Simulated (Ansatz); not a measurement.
# Si (Fd-3m) in Ansatz: further runs

Aim: see how the results for Si move with the level of theory and the settings. Levels: PBE, BLYP, r2SCAN. Tasks: phonons, band structure.

All numbers are computed with Ansatz 0.2.0; they aren't measurements. Logs are shortened: lines on timing, memory, paths and dates and some standing lists are left out, and cuts for length are marked.

## (1) The structure

The structure is cubic, space group Fd-3m (No. 227). The conventional cell has a = 5.444 Å, b = 5.444 Å, c = 5.444 Å, α = 90.00°, β = 90.00°, γ = 90.00°. Si (site symmetry -43m) has 4 Si at 2.36 Å as nearest neighbours.

## (2) Phonons, PBE

Contents of input.yaml:

```yaml
crystal:
  lattice:
    - [0.0, 2.7218511865, 2.7218511865]
    - [2.7218511865, 0.0, 2.7218511865]
    - [2.7218511865, 2.7218511865, 0.0]
  atoms:
    - { symbol: Si, position: [0.5, 0.5, 0.5] }
    - { symbol: Si, position: [0.75, 0.75, 0.75] }
hamiltonian:
  xc: pbe
  pseudopotentials: { kind: paw }
kpoints:
  mp_grid: { grid: [6, 6, 6] }
scf:
  occupations: { method: fixed }
phonons:
  method: dfpt
  dielectric: true
  rigid_motions: translations
  qmesh: [2, 2, 2]
  temperatures: { t_max: 1000, t_step: 100 }
  qpath:
    path:
      - [[0.0, 0.0, 0.0], [0.5, 0.0, 0.5], [0.5, 0.25, 0.75], [0.375, 0.375, 0.75], [0.0, 0.0, 0.0], [0.5, 0.5, 0.5], [0.625, 0.25, 0.625], [0.5, 0.25, 0.75], [0.5, 0.5, 0.5], [0.375, 0.375, 0.75]]
      - [[0.625, 0.25, 0.625], [0.5, 0.0, 0.5]]
    npoints: 8
```

Potentials or basis: Ansatz PAW.

Run with:

```console
$ ansatz run input.yaml --threads 2 --pin off --max-ram 5632MiB --backend cpu --events-out ev --progress --plain --runs-dir out
```

What it wrote:

```text
Warning: RAYON_NUM_THREADS=2 ignored (pool sized by the plan → 2); use --threads N
Engine: ansatz 0.2.0, x86_64-unknown-linux-gnu
Pseudopotentials: kind: paw
Pseudopotential: Si, paw, valence charge 4, recommended cutoff 420 eV (normal), Si.paw.azcp
Functional definition: PBE
  parameter kappa = 0.804
  parameter beta = 0.06672455060314922
  exchange = pbe_x(kappa = kappa, mu = beta*pi^2/3)
  correlation = pbe_c(beta = beta)
Crystal: 2 atoms, lattice volume = 40.330 Å³
Basis set: ecut = 420 eV, 749 PW (Γ), exchange–correlation on 64×64×64 points (8 copies of the dense FFT grid, shifted against one another)
Bands: 8, of which v1, the nominal top of the filled ones, is band 4 counted from 1 (3 counted from 0)
Symmetry: 48 space group operations
k-points: 46 of 216 (irreducible under 4 space group operations, time reversal used)
Non-local potential: Si, projectors of the file, l = 0: 2, l = 1: 2, l = 2: 2
PAW form: soft (Blöchl's): semilocal exchange-correlation on the pseudo side does not see the compensation charge
PAW one-centre angular grid: Si, 110 points (default); XC on 64 Gauss nodes
Initial density: superposition of atomic densities (neutral atoms: chi_scale 0, normalization atom), corrected by the library's trained network
Initial wavefunctions: pseudopotential atomic-orbital guess
Functional: x = pbe(κ = 0.804, μ = 0.2195149727645171), c = pbe(β = 0.06672455060314922)
SCF iter   1: F=—  HF=-1271.593684 eV  |F-HF|=—  |Δ(HF+E_count)|=         —  Δρ=8.98e-4  dr2=1.63e-4  ethr=1.77e-3  ⟨swp⟩=4.2  Hψ=2659  notcnv=0  defer=76
preconditioner: auto → none  [insulator: Δε(μ)=0.723 eV  Ē_g=9.446 eV  n_scr=8 (ndim 8)  ℏωp=16.5 eV  f_vac=0.000  ε∞_Penn≈4.1]
SCF iter   2: F=—  HF=-1271.594003 eV  |F-HF|=—  |Δ(HF+E_count)|=   3.19e-4  Δρ=3.98e-4  dr2=3.19e-5  ethr=2.04e-6  ⟨swp⟩=2.1  Hψ=999  notcnv=0  defer=85
SCF iter   3: F=—  HF=-1271.594044 eV  |F-HF|=—  |Δ(HF+E_count)|=   4.13e-5  Δρ=7.71e-5  dr2=1.77e-6  ethr=3.99e-7  ⟨swp⟩=2.1  Hψ=561  notcnv=0  defer=76
SCF iter   4: F=—  HF=-1271.594045 eV  |F-HF|=—  |Δ(HF+E_count)|=   3.25e-7  Δρ=3.29e-5  dr2=3.28e-7  ethr=2.21e-8  ⟨swp⟩=1.0  Hψ=368  notcnv=0  defer=33
SCF iter   5: F=—  HF=-1271.594045 eV  |F-HF|=—  |Δ(HF+E_count)|=   2.71e-7  Δρ=1.17e-6  dr2=3.16e-10  ethr=4.10e-9  ⟨swp⟩=2.5  Hψ=566  notcnv=0  defer=17
SCF iter   6: F=-1271.594045 eV  HF=-1271.594045 eV  |F-HF|=1.82e-12  |Δ(HF+E_count)|=  7.96e-10  Δρ=8.25e-8  dr2=1.67e-12  ethr=1.25e-12  ⟨swp⟩=7.8  Hψ=2436  notcnv=0
SCF 1 converged in 6 iterations: F = -1271.594045 eV  dr2 = 1.67e-12
NSCF: frozen V_eff on 28 k-points
DFPT response loops at Γ: preconditioner auto → none (the input reference at scf.mixing.eps_inf says where Resta's filter doesn't serve); β = 0.50; Broyden in place of MSR1
── the response to a field inside a basis, on 8×8×8 k-points: an SCF that follows is theirs, and a resumed run solves both again ──
Bands: 5, of which v1, the nominal top of the filled ones, is band 4 counted from 1 (3 counted from 0)
k-points: 60 of 512 (irreducible under 12 space group operations)
Initial density: handed on by an earlier stage of this run
Initial wavefunctions: pseudopotential atomic-orbital guess (no wavefunctions were taken with the density)
Eigensolver: Dense (60 Hₖ)
SCF iter   1: F=—  HF=-1271.617567 eV  |F-HF|=—  |Δ(HF+E_count)|=         —  Δρ=4.77e-4  dr2=1.15e-4  ethr=1.00e-1
[... 33 lines left out ...]
  Σ components = -1271.594045   (vs F -1271.594045, Δ=0.00e0)
--- Band table (eV; the first three rows and the last of 46) ---
  k-point 0: bands = ["-5.7515", "6.1624", "6.1624", "6.1624", "8.7170", "8.7170", "8.7170", "9.4446"]
  k-point 1: bands = ["-5.3924", "3.7862", "5.7145", "5.7145", "8.4864", "9.3608", "9.3608", "11.5520"]
  k-point 2: bands = ["-4.3836", "0.8487", "5.1669", "5.1669", "7.8969", "9.6623", "9.6623", "13.9963"]
  k-point 45: bands = ["-2.5003", "-0.6610", "2.1800", "3.4211", "9.5170", "9.7021", "12.2440", "12.6482"]
--- Phonons (Γ-DFPT): 1 representative perturbation + reference, on 46 of 216 k-points (Σ response iterations 3) ---
  k mesh reduced under 4 symmetry operations, with k and −k counted as one. Each operation leaves every solved perturbation unchanged. A smaller set is not considered because the run solves the response to a homogeneous field
  ASR residual: 1.396e-5 → 0.000e0 eV/Å²; symmetrization residual: 3.673e-14 eV/Å²
  ASR residual per site (eV/Å²): 1.40e-5 1.40e-5
  Γ frequencies (cm⁻¹): 0.00 0.00 0.00 511.45 511.45 511.45
  ε∞ (high-frequency dielectric tensor):
       12.924040    -0.000000    -0.000000
       -0.000000    12.924040     0.000000
       -0.000000     0.000000    12.924040
  ε⁰ (static dielectric tensor: ions relaxed, cell fixed):
       12.924040    -0.000000    -0.000000
       -0.000000    12.924040     0.000000
       -0.000000     0.000000    12.924040
  ε⁰ − ε∞ (ionic part):
        0.000000    -0.000000     0.000000
       -0.000000     0.000000     0.000000
        0.000000     0.000000     0.000000
  softest optical mode at Γ: 511.45 cm⁻¹; the repairs (sum rule, projections) moved no ω² at Γ by more than (0.37 cm⁻¹)²
  Born effective charges Z* (e; rows j = field, columns β = displacement):
    site 0:
        -0.00000    0.00000    0.00000
         0.00000    0.00000   -0.00000
         0.00000    0.00000   -0.00000
    site 1:
         0.00000   -0.00000   -0.00000
        -0.00000   -0.00000    0.00000
        -0.00000   -0.00000    0.00000
  Z* charge neutrality: 1.183e-3 e pre-enforcement
  solved inside a basis spanned on kpoints, on 8×8×8 k-points, its susceptibility summed on 10×10×10: ε∞ is read to err by 5.4e-2, Z* by 4.9e-3 e (field_mesh: kpoints solves on kpoints)
  optical modes at Γ without the LO–TO term, one row a degenerate level:
      ω (cm⁻¹)  modes    IR ((D/Å)²/amu)
        511.45      3             0.0000
  optical modes at Γ + LO–TO along q̂ = [1.0000, 0.0000, 0.0000]:
      ω (cm⁻¹)  modes    IR ((D/Å)²/amu)
        511.45      3             0.0000
  optical modes at Γ + LO–TO along q̂ = [0.0000, 1.0000, 0.0000]:
      ω (cm⁻¹)  modes    IR ((D/Å)²/amu)
        511.45      3             0.0000
  optical modes at Γ + LO–TO along q̂ = [0.0000, 0.0000, 1.0000]:
      ω (cm⁻¹)  modes    IR ((D/Å)²/amu)
        511.45      3             0.0000
--- Phonons (arbitrary-q DFPT): 3 irreducible q on the 2×2×2 mesh ---
  q = [0.0000, 0.0000, 0.0000] (star 1, of the zone-centre solve; hermiticity 5.26e-16, symmetrization 2.68e-15): 0.00 0.00 0.00 511.45 511.45 511.45
  q = [0.0000, 0.0000, -0.5000] (star 4, 1 solved perturbation on 68 of 216 k-point pairs; hermiticity 3.11e-15, symmetrization 4.50e-15): 107.40 107.40 373.93 408.00 485.68 485.68
  q = [0.0000, -0.5000, -0.5000] (star 3, 2 solved perturbations in 76 linear systems a pass and spin channel, the states on 46 of 216 k-point pairs; hermiticity 6.71e-15, symmetrization 3.38e-15): 141.47 141.47 406.54 406.54 455.84 455.84
  sum rule: each row above includes the acoustic sum rule's correction from the zone centre's row sums; it moved no ω² by more than (0.37 cm⁻¹)²
  mesh force constants: q→R imaginary residual 1.57e-17; ASR residual 1.396e-5 → 0.000e0 eV/Å²; symmetrization residual 4.774e-15 eV/Å²
  interpolated dispersion: 82 rows × 6 modes
  density of states and harmonic sums: on the 20×20×20 q-mesh, interpolated from the force constants of a 2×2×2 supercell (no non-analytic term)
  largest difference from the sums on the solved wave vectors: F 5.26e-2 eV, S 8.49e-5 and C_V 3.23e-5 eV/K
  zero-point energy: 0.122496 eV/cell   skipped modes (ω ≤ 0): 3   left out of the sums: 6.25e-5 of the cell's modes: C_V's classical limit lies that fraction below 3 k_B per atom; for a crystal, a wire or a layer, F and S can be off by more, and a phonons.interpolated_qmesh denser along its periods is the remedy for the sampling
```

optical_modes.tsv:

```text
# format = ansatz-optical-modes/1
# cell_volume_ang3 = 4.0329526848765816e1
# eps_inf = 1.2924039677470923e1 -2.7755575615628914e-17 -2.544261098099317e-17 -2.7755575615628914e-17 1.2924039677470923e1 0e0 -2.544261098099317e-17 0e0 1.2924039677470923e1
[... 5 lines left out ...]
1e0	0e0	0e0	5.114468862146493e2	3	8.590885597387138e-33	1.7815818703132587e-34	-2.6941894299969293e-35	8.102100568088835e-35	3.202558822380321e-35	4.622862375907238e-35	1.621871315375028e-34
0e0	1e0	0e0	5.114468862146493e2	3	8.590885597387142e-33	1.7815818703132594e-34	-2.694189429996929e-35	8.102100568088844e-35	3.20255882238032e-35	4.622862375907238e-35	1.6218713153750294e-34
0e0	0e0	1e0	5.114468862146494e2	3	8.59088559738714e-33	1.7815818703132596e-34	-2.694189429996929e-35	8.102100568088844e-35	3.20255882238032e-35	4.622862375907237e-35	1.6218713153750291e-34
```

phbands.tsv:

```text
# q_distance	omega_0_inv_cm	omega_1_inv_cm	omega_2_inv_cm	omega_3_inv_cm	omega_4_inv_cm	omega_5_inv_cm	omega_0_thz	omega_1_thz	omega_2_thz	omega_3_thz	omega_4_thz	omega_5_thz
# format = ansatz-phbands/1
[... 83 lines left out ...]
7.307094	140.873493	149.433926	403.048531	404.968851	456.419057	457.810961	4.223281	4.479916	12.083091	12.140661	13.683099	13.724827
7.358104	141.321405	143.529365	405.633548	406.137345	455.981834	456.359663	4.236709	4.302902	12.160588	12.175691	13.669991	13.681319
7.409113	141.470671	141.470671	406.536582	406.536582	455.835489	455.835489	4.241184	4.241184	12.187660	12.187660	13.665604	13.665604
```

Run time: 13 s. Hardware: 2 threads of Intel Xeon at 2.70GHz, shared host; peak memory 0.49 GiB.

What came out:

```yaml
Free_energy: -1271.5940 eV
Band_gap_on_the_k_mesh: 0.72 eV, indirect (least direct gap 2.55 eV)
Electronic_dielectric_tensor_diagonal: 12.92
Born_charges_mean_of_the_diagonal: Si +0.00 e
Highest_phonon_frequency: 511 cm⁻¹
Static_dielectric_tensor_diagonal: 12.92
```

Phonon frequencies in cm⁻¹ (negative: imaginary):
```tsv
q point	frequencies
(0.000, 0.000, 0.000)	0 0 0 511 511 511
(0.000, 0.000, -0.500)	107 107 374 408 486 486
(0.000, -0.500, -0.500)	141 141 407 407 456 456
```

Electronic dielectric tensor:
```
12.92  0.00  0.00
 0.00 12.92  0.00
 0.00  0.00 12.92
```

Born effective charge tensors (e):
atom 1, Si
```
0.00 0.00 0.00
0.00 0.00 0.00
0.00 0.00 0.00
```
atom 2, Si
```
0.00 0.00 0.00
0.00 0.00 0.00
0.00 0.00 0.00
```

Static dielectric tensor, electrons and zone-centre modes:
```
12.92  0.00  0.00
 0.00 12.92  0.00
 0.00  0.00 12.92
```

Caveat: the q mesh is small, so phonon branches between its points and thermal values are rough. As with any semilocal functional, this PBE gap is likely too small.

## (3) Band structure, BLYP

Contents of input.yaml:

```yaml
crystal:
  lattice:
    - [0.0, 2.7218511865, 2.7218511865]
    - [2.7218511865, 0.0, 2.7218511865]
    - [2.7218511865, 2.7218511865, 0.0]
  atoms:
    - { symbol: Si, position: [0.5, 0.5, 0.5] }
    - { symbol: Si, position: [0.75, 0.75, 0.75] }
hamiltonian:
  xc: blyp
  pseudopotentials: { kind: paw }
kpoints:
  mp_grid: { grid: [8, 8, 8] }
  band_path:
    path:
      - [[0.0, 0.0, 0.0], [0.5, 0.0, 0.5], [0.5, 0.25, 0.75], [0.375, 0.375, 0.75], [0.0, 0.0, 0.0], [0.5, 0.5, 0.5], [0.625, 0.25, 0.625], [0.5, 0.25, 0.75], [0.5, 0.5, 0.5], [0.375, 0.375, 0.75]]
      - [[0.625, 0.25, 0.625], [0.5, 0.0, 0.5]]
    npoints: 14
scf:
  occupations: { method: fermi_dirac, width: 0.05 }
  n_extra_bands: 6
output:
  forces: true
  stress: true
  eigenvalues: true
  fatbands: false
```

Potentials or basis: Ansatz PAW.

Run with:

```console
$ ansatz run input.yaml --threads 2 --pin off --max-ram 5632MiB --backend cpu --events-out ev --progress --plain --runs-dir out
```

Wall time 1.4 s (2 threads of Intel Xeon at 2.70GHz, shared host); peak memory 0.3 GiB.

It converged, with:

| Quantity | Value |
| --- | --- |
| Free energy | -1278.9082 eV |
| Pressure | 4.2 GPa |
| Band gap on the k mesh | 0.84 eV, indirect (least direct gap 2.69 eV) |
| Band gap along the path | 0.81 eV, indirect (least direct gap 2.69 eV) |

Levels at the corners of the path, in eV from the valence-band top:
```
point  band 2  band 3  band 4  band 5  band 6  band 7
    Γ    0.00    0.00    0.00    2.69    2.69    2.69
    X   -7.75   -2.75   -2.75    0.95    0.95   10.08
    W   -7.61   -3.68   -3.68    4.45    4.45    5.08
    K   -7.17   -4.11   -2.34    1.43    4.28    7.53
    Γ    0.00    0.00    0.00    2.69    2.69    2.69
    L   -6.82   -1.16   -1.16    1.59    3.51    3.51
    U   -7.17   -4.11   -2.34    1.43    4.28    7.53
    W   -7.61   -3.68   -3.68    4.45    4.45    5.08
    L   -6.82   -1.16   -1.16    1.59    3.51    3.51
    K   -7.17   -4.11   -2.34    1.43    4.28    7.53
    U   -7.17   -4.11   -2.34    1.43    4.28    7.53
    X   -7.75   -2.75   -2.75    0.95    0.95   10.08
```

Caveat: the PAW data sets come from PBE, with cores solved anew for the run's functional, which leaves a small shift of forces and pressure.

## (4) Band structure, r2SCAN

input.yaml, as its differences from that of step 3:

```diff
@@ -9,3 +9,3 @@
 hamiltonian:
-  xc: blyp
+  xc: r2scan
   pseudopotentials: { kind: paw }
@@ -25,2 +25,2 @@
   eigenvalues: true
-  fatbands: false
+  fatbands: true
```

Run with:

```console
$ ansatz run input.yaml --threads 2 --pin off --max-ram 5632MiB --backend cpu --events-out ev --progress --plain --runs-dir out
```

Run time: 3.2 s. Hardware: 2 threads of Intel Xeon at 2.70GHz, shared host; peak memory 0.42 GiB.

Results (log left out):

- Free energy: -1278.1301 eV
- Pressure: 0.0 GPa
- Band gap on the k mesh: 0.81 eV, indirect (least direct gap 2.74 eV)
- Band gap along the path: 0.77 eV, indirect (least direct gap 2.74 eV)

Levels at the corners of the path, in eV from the valence-band top:
```
point  band 1  band 2  band 3  band 4  band 5  band 6  band 7  band 8  band 9
    Γ  -12.49    0.00    0.00    0.00    2.74    2.74    2.74    3.89    8.10
    X   -8.14   -8.14   -3.00   -3.00    0.92    0.92   10.80   10.80   11.57
    W   -7.97   -7.97   -4.00   -4.00    4.59    4.59    5.39    5.39   11.23
    K   -8.58   -7.52   -4.46   -2.55    1.43    4.45    7.94    8.54    8.83
    Γ  -12.49    0.00    0.00    0.00    2.74    2.74    2.74    3.89    8.10
    L  -10.05   -7.24   -1.27   -1.27    1.84    3.57    3.57    8.31   11.11
    U   -8.58   -7.52   -4.46   -2.55    1.43    4.45    7.94    8.54    8.83
    W   -7.97   -7.97   -4.00   -4.00    4.59    4.59    5.39    5.39   11.23
    L  -10.05   -7.24   -1.27   -1.27    1.84    3.57    3.57    8.31   11.11
    K   -8.58   -7.52   -4.46   -2.55    1.43    4.45    7.94    8.54    8.83
    U   -8.58   -7.52   -4.46   -2.55    1.43    4.45    7.94    8.54    8.83
    X   -8.14   -8.14   -3.00   -3.00    0.92    0.92   10.80   10.80   11.57
```

Caveat: the PAW data sets come from PBE, with cores solved anew for the run's functional, which leaves a small shift of forces and pressure.

## (5) Summary

```csv
task,level,k mesh,cutoff (eV),smearing,q mesh,points for each segment of the path,gap on the mesh (eV),pressure (GPa)
phonons,PBE,6 × 6 × 6,420,fixed,2 × 2 × 2,8,0.72,-
band structure,BLYP,8 × 8 × 8,420,fermi-dirac 0.05 eV,-,14,0.84,4.2
band structure,r2SCAN,8 × 8 × 8,500,fermi-dirac 0.05 eV,-,14,0.81,0.0
```

Alike in all rows: potentials or basis Ansatz PAW; no spin polarisation; cell as given.

On the cell as given the gap runs from 0.72 eV (PBE) to 0.81 eV (BLYP); the meshes differ, which moves gaps too.

Caveats: the PAW data sets come from PBE, with cores solved anew for the run's functional, which leaves a small shift of forces and pressure (some runs).

Absolute energies hang on the potentials; compare differences alone.
